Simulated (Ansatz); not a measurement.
# Glassy Al2O3 (200 atoms) under strain, part 2 of 2

Aim: relax glassy Al2O3 (200 atoms), then change its volume to read the bulk modulus from the stress.

Ansatz 0.2.0; Kohn-Sham DFT, PBE, PAW (set soft_2), plane waves.

The cell: 80 Al and 120 O. The quench rate of 20 K/ps is orders of magnitude faster than experiment. The starting topology of bonds comes from the classical model. Sampling is at Γ alone.

So far. Step 2 (Single point at the start): The r.m.s. force at the start is 0.94 eV/Å. Step 3 (Cell and atoms relaxed): The relaxation converged after 12 steps, with a largest force component of 0.020 eV/Å.

### Step 5. Volume -3 %

The relaxed cell is scaled evenly and the atoms are relaxed again; the stress at the end gives one point of P(V).

input.yaml reads:

```yaml
crystal:
  lattice:
    - [12.89966, 0.05049, 0.06909]
    - [0.05049, 13.007, 0.04757]
    - [0.06909, 0.04757, 12.93989]
  atoms:
    [... the 200 atom lines of step 4 ...]
kpoints:
  mp_grid: { grid: [1, 1, 1] }
hamiltonian:
  xc: pbe
scf:
  occupations: { method: fermi_dirac, width: 0.05 }
output:
  forces: true
  eigenvalues: true
  stress: true
relax:
  f_tol: 0.05
  max_steps: 70
```

Launch:

```sh
> ansatz run input.yaml --threads 4 --pin off --max-ram 8192MiB --backend cpu --events-out ev --progress --plain --runs-dir out
```

Numbers of over 12 decimals in the logs are rounded to 6 here.

The log of the run:

```text
Warning: output.stress: scf.convergence.dr2_threshold = 1e-7 eV (the SCF's general default) is looser than the 1.08e-8 eV advised for a printed stress (1e-10 eV for each atom of the cell: 200, of which 108 are counted). What an SCF threshold leaves in a stress goes as its square root, and in the free energy as the threshold itself, and one threshold admits the most on a small cell: [...]
[...]
Crystal: 200 atoms, lattice volume = 2171.007 Å³
Basis set: ecut = 420 eV, 42485 PW (Γ), exchange–correlation on 180×180×180 points (8 copies of the dense FFT grid, shifted against one another)
Bands: 680, of which v1, the nominal top of the filled ones, is band 480 counted from 1 (479 counted from 0)
Symmetry: 1 space group operations
[...]
k-points: 1
[...]
SCF iter   1: F=—  HF=-111363.184935 eV  |F-HF|=—  |Δ(HF+E_count)|=         —  Δρ=2.54e-3  dr2=2.94e-1  ethr=1.77e-3  ⟨swp⟩=6.0  Hψ=3030  notcnv=0  defer=89
[...]
SCF iter   5: F=—  HF=-111363.140913 eV  |F-HF|=—  |Δ(HF+E_count)|=   2.32e-4  Δρ=1.31e-4  dr2=2.84e-4  ethr=9.59e-8  ⟨swp⟩=2.0  Hψ=889  notcnv=0  defer=193
SCF iter   6: F=-111363.140881 eV  HF=-111363.140874 eV  |F-HF|=6.91e-6  |Δ(HF+E_count)|=   3.89e-5  Δρ=2.70e-5  dr2=1.58e-5  ethr=6.51e-9  ⟨swp⟩=13.0  Hψ=3960  notcnv=0
SCF 1 converged in 6 iterations: F = -111363.140881 eV  dr2 = 1.58e-5
[...]
relax step   1: F+E_penalty+E_count = -111363.14088075 eV  Δ(F+E_penalty+E_count) = +0.000e0 eV  max|allowed force component| = 3.216e-1 eV/Å  Δτ_max = 0.0000 Å  (6 SCF iters, dr2 threshold 6.25e-5 eV, accepted)
[...]
relax step   2: F+E_penalty+E_count = -111363.31812662 eV  Δ(F+E_penalty+E_count) = -1.772e-1 eV  max|allowed force component| = 2.548e-1 eV/Å  Δτ_max = 0.0265 Å  (6 SCF iters, dr2 threshold 6.46e-6 eV, accepted)
[...]
relax step   3: F+E_penalty+E_count = -111363.49164076 eV  Δ(F+E_penalty+E_count) = -1.735e-1 eV  max|allowed force component| = 1.826e-1 eV/Å  Δτ_max = 0.0570 Å  (7 SCF iters, dr2 threshold 4.06e-6 eV, accepted)
relax step   4: F+E_penalty+E_count = -111363.57469513 eV  Δ(F+E_penalty+E_count) = -8.305e-2 eV  max|allowed force component| = 2.388e-1 eV/Å  Δτ_max = 0.2000 Å  (7 SCF iters, dr2 threshold 1.71e-5 eV, accepted)
relax step   5: F+E_penalty+E_count = -111363.60730459 eV  Δ(F+E_penalty+E_count) = -3.261e-2 eV  max|allowed force component| = 1.003e-1 eV/Å  Δτ_max = 0.0514 Å  (6 SCF iters, dr2 threshold 2.93e-5 eV, accepted)
[...]
relax step   6: F+E_penalty+E_count = -111363.61042048 eV  Δ(F+E_penalty+E_count) = -3.116e-3 eV  max|allowed force component| = 3.083e-2 eV/Å  Δτ_max = 0.0219 Å  (7 SCF iters, accepted)
SCF converged after 7 iterations
Free energy (F): -111363.610420 eV
[...]
Internal energy: -111363.610420 eV  (E = F + TS)
E sigma→0 (E₀):  -111363.610420 eV
Fermi energy:    7.329961 eV
[...]
Σ components = -111363.610420   (vs F -111363.610420, Δ=0.00e0)
--- Forces (eV/Å), atoms counted from 1 ---
  atom   1  Al     0.00334329     0.00706391     0.00846179
  atom   2  Al     0.00485621    -0.00135353    -0.00359122
  atom   3  Al     0.00736766    -0.00231197    -0.00922141
  atom   4  Al     0.00342500    -0.00464993     0.00174481
[...]
atom 200  O      0.00020830     0.00267949    -0.00488085
  max |Σ_I F_I| component: 1.92e-4 eV/Å
--- Stress (GPa, compression-positive) ---
        3.637692       0.029374       0.084700
        0.029370       3.287834      -0.189177
        0.084705      -0.189183       2.912532
  P = ⅓ Tr σ = 3.2794 GPa (32.794 kbar)
--- Band table (eV) ---
[...]
--- Relaxed structure (6 steps of the walk, 6 accepted, 0 SCFs on fresh bases) ---
  F+E_penalty+E_count = -111363.61042048 eV   max|allowed force component| = 3.083e-2 eV/Å
  atoms:
    - { symbol: Al, position: [0.133396, 0.644734, 0.496202] }
    - { symbol: Al, position: [0.386136, 0.057928, 0.301880] }
    - { symbol: Al, position: [0.765821, 0.164093, 0.749104] }
    - { symbol: Al, position: [0.444857, 0.573412, 0.720291] }
[...]
- { symbol: O, position: [0.083863, 0.049697, 0.455170] }
```

Run time: 6.2 min. Hardware: 4 threads of Arm Neoverse V1, shared host; peak memory 3.6 GiB; 24 min of CPU time.

The program notes that the SCF threshold is loose for the stress.

The relaxation converged after 6 steps, 0.470 eV below its start, with a largest force component of 0.031 eV/Å.

Volume -3 %: the energy stands 0.663 eV above that of the reference, at a pressure of 3.28 GPa.

### Step 6. Volume +3 %

The relaxed cell is scaled to another volume.

input.yaml, the sections that differ from step 5:

```yaml
crystal:
  lattice:
    - [13.16033, 0.05152, 0.07048]
    - [0.05152, 13.26983, 0.04854]
    - [0.07048, 0.04854, 13.20137]
  atoms:
    [... the 200 atom lines of step 4 ...]
# kpoints, hamiltonian, scf, output, relax: as in step 5
```

The log of the run:

```text
[...]
Crystal: 200 atoms, lattice volume = 2305.294 Å³
Basis set: ecut = 420 eV, 44985 PW (Γ), exchange–correlation on 180×180×180 points (8 copies of the dense FFT grid, shifted against one another)
Bands: 680, of which v1, the nominal top of the filled ones, is band 480 counted from 1 (479 counted from 0)
Symmetry: 1 space group operations
[...]
k-points: 1
[...]
SCF iter   1: F=—  HF=-111363.251461 eV  |F-HF|=—  |Δ(HF+E_count)|=         —  Δρ=2.37e-3  dr2=2.91e-1  ethr=1.77e-3  ⟨swp⟩=6.0  Hψ=3008  notcnv=0  defer=83
[...]
SCF iter   5: F=—  HF=-111363.214663 eV  |F-HF|=—  |Δ(HF+E_count)|=   2.50e-4  Δρ=1.41e-4  dr2=3.60e-4  ethr=1.07e-7  ⟨swp⟩=2.0  Hψ=882  notcnv=0  defer=193
SCF iter   6: F=-111363.214615 eV  HF=-111363.214609 eV  |F-HF|=6.30e-6  |Δ(HF+E_count)|=   5.41e-5  Δρ=2.88e-5  dr2=1.93e-5  ethr=6.51e-9  ⟨swp⟩=13.0  Hψ=3993  notcnv=0
SCF 1 converged in 6 iterations: F = -111363.214615 eV  dr2 = 1.93e-5
[...]
relax step   1: F+E_penalty+E_count = -111363.21461525 eV  Δ(F+E_penalty+E_count) = +0.000e0 eV  max|allowed force component| = 2.811e-1 eV/Å  Δτ_max = 0.0000 Å  (6 SCF iters, dr2 threshold 6.25e-5 eV, accepted)
[...]
relax step   2: F+E_penalty+E_count = -111363.37863514 eV  Δ(F+E_penalty+E_count) = -1.640e-1 eV  max|allowed force component| = 2.184e-1 eV/Å  Δτ_max = 0.0284 Å  (6 SCF iters, dr2 threshold 4.94e-6 eV, accepted)
[...]
relax step   3: F+E_penalty+E_count = -111363.51863947 eV  Δ(F+E_penalty+E_count) = -1.400e-1 eV  max|allowed force component| = 1.646e-1 eV/Å  Δτ_max = 0.0502 Å  (7 SCF iters, dr2 threshold 2.98e-6 eV, accepted)
relax step   4: F+E_penalty+E_count = -111363.57146071 eV  Δ(F+E_penalty+E_count) = -5.282e-2 eV  max|allowed force component| = 1.605e-1 eV/Å  Δτ_max = 0.2000 Å  (7 SCF iters, dr2 threshold 1.54e-5 eV, accepted)
relax step   5: F+E_penalty+E_count = -111363.60240428 eV  Δ(F+E_penalty+E_count) = -3.094e-2 eV  max|allowed force component| = 9.847e-2 eV/Å  Δτ_max = 0.2000 Å  (7 SCF iters, dr2 threshold 1.46e-5 eV, accepted)
relax step   6: F+E_penalty+E_count = -111363.61599684 eV  Δ(F+E_penalty+E_count) = -1.359e-2 eV  max|allowed force component| = 4.122e-2 eV/Å  Δτ_max = 0.0850 Å  (6 SCF iters, dr2 threshold 3.65e-6 eV, accepted)
relax step   7: F+E_penalty+E_count = -111363.61599779 eV  Δ(F+E_penalty+E_count) = -9.507e-7 eV  max|allowed force component| = 4.122e-2 eV/Å  Δτ_max = 0.0000 Å  (4 SCF iters, accepted)
relax step   8: F+E_penalty+E_count = -111363.59202650 eV  Δ(F+E_penalty+E_count) = +2.397e-2 eV  max|allowed force component| = 7.025e-1 eV/Å  Δτ_max = 0.1433 Å  (9 SCF iters, rejected (line search))
relax step   9: F+E_penalty+E_count = -111363.61793658 eV  Δ(F+E_penalty+E_count) = -1.939e-3 eV  max|allowed force component| = 6.183e-2 eV/Å  Δτ_max = 0.0239 Å  (9 SCF iters, accepted)
relax step  10: F+E_penalty+E_count = -111363.61888373 eV  Δ(F+E_penalty+E_count) = -9.472e-4 eV  max|allowed force component| = 9.705e-3 eV/Å  Δτ_max = 0.0143 Å  (5 SCF iters, dr2 threshold 3.82e-6 eV, accepted)
[...]
relax step  11: F+E_penalty+E_count = -111363.61888435 eV  Δ(F+E_penalty+E_count) = -6.113e-7 eV  max|allowed force component| = 9.678e-3 eV/Å  Δτ_max = 0.0000 Å  (4 SCF iters, accepted)
SCF converged after 4 iterations
Free energy (F): -111363.618884 eV
[...]
Internal energy: -111363.618884 eV  (E = F + TS)
E sigma→0 (E₀):  -111363.618884 eV
Fermi energy:    6.687772 eV
[...]
Σ components = -111363.618884   (vs F -111363.618884, Δ=0.00e0)
--- Forces (eV/Å), atoms counted from 1 ---
  atom   1  Al     0.00889941     0.00445687     0.00027798
  atom   2  Al     0.00018287     0.00041224     0.00005727
  atom   3  Al    -0.00161722     0.00060471     0.00150129
  atom   4  Al    -0.00150238     0.00084843    -0.00360453
[...]
atom 200  O     -0.00338414    -0.00304897     0.00030761
  max |Σ_I F_I| component: 2.07e-4 eV/Å
--- Stress (GPa, compression-positive) ---
       -2.950490      -0.033080      -0.032910
       -0.033086      -2.818062      -0.057258
       -0.032907      -0.057268      -2.849738
  P = ⅓ Tr σ = -2.8728 GPa (-28.728 kbar)
--- Band table (eV) ---
[...]
--- Relaxed structure (11 steps of the walk, 10 accepted, 0 SCFs on fresh bases) ---
  F+E_penalty+E_count = -111363.61888435 eV   max|allowed force component| = 9.678e-3 eV/Å
  atoms:
    - { symbol: Al, position: [0.106043, 0.664970, 0.497918] }
    - { symbol: Al, position: [0.393116, 0.048500, 0.300308] }
    - { symbol: Al, position: [0.769619, 0.167090, 0.751931] }
    - { symbol: Al, position: [0.448250, 0.577645, 0.714520] }
[...]
- { symbol: O, position: [0.085002, 0.047963, 0.462127] }
```

It took 12 min on 4 threads; peak memory 3.7 GiB.

The relaxation converged after 11 steps, 0.404 eV below its start, with a largest force component of 0.0097 eV/Å.

Volume +3 %: the energy stands 0.655 eV above that of the reference, at a pressure of -2.87 GPa.

### Step 7. Volume -6 %

The relaxed cell is scaled to another volume.

Input and log are left out; they have the form of those shown for this kind of step.

It took 15 min on 4 threads of Arm Neoverse V1, shared host; peak memory 3.5 GiB.

The relaxation was stopped at its limit after 14 steps, 2.84 eV below its start, with a largest force component of 0.046 eV/Å.

Volume -6 %: the energy stands 2.02 eV above that of the reference.

### Step 8. Volume +6 %

The relaxed cell is scaled to another volume.

Input and log are left out; they have the form of those shown for this kind of step.

Elapsed: 7 min, on 4 threads of Arm Neoverse V1, shared host; peak memory 3.8 GiB.

The relaxation was stopped at its limit after 6 steps, 1.55 eV below its start, with a largest force component of 0.089 eV/Å.

Volume +6 %: the energy stands 2.43 eV above that of the reference.

### Step 9. Pressure against volume

Atoms are relaxed at each volume, in the scaled cell.

```csv
volume change (%),volume (Å³/atom),energy change (meV/atom),pressure (GPa),largest move on relaxing (Å),bonds,gap (eV)
-3,10.855,3.32,3.28,0.22,358,3.19
+0,11.191,0.00,-0.01,-,354,3.00
+3,11.526,3.27,-2.87,0.41,351,2.65
```

### Step 10. Findings

The bulk modulus, from the slope of pressure against ln V over the three points nearest the relaxed volume, is 103 GPa. The count of bonds runs from 351 to 358 over the series, so at some points contacts cross the cutoffs. The gap goes from 3.19 eV at the smallest volume to 2.65 eV at the largest, -8.8 eV per unit of ln V by a straight line, on the run's k-points.

**Limits.** Strains are finite and relaxations stop at the force tolerance of the input, which can leave moduli too stiff; they are those of a static cell at zero temperature. Volumes are changed with the cell's shape held, so in an anisotropic solid the modulus lies over the one under free hydrostatic load. The program notes that the SCF threshold of the relaxations is loose for the stress.

The DFT runs together took 54 min of wall time.

[Logs are printed without paths, hosts, clocks, repeated set-up lines and the standing remarks that a program may print on its own settings, such as how far it seeks lower states.]

[Hosts, paths, dates, database ids (printed as entryN), source tags and the programs' standing remarks are cut or masked in the printed files.]
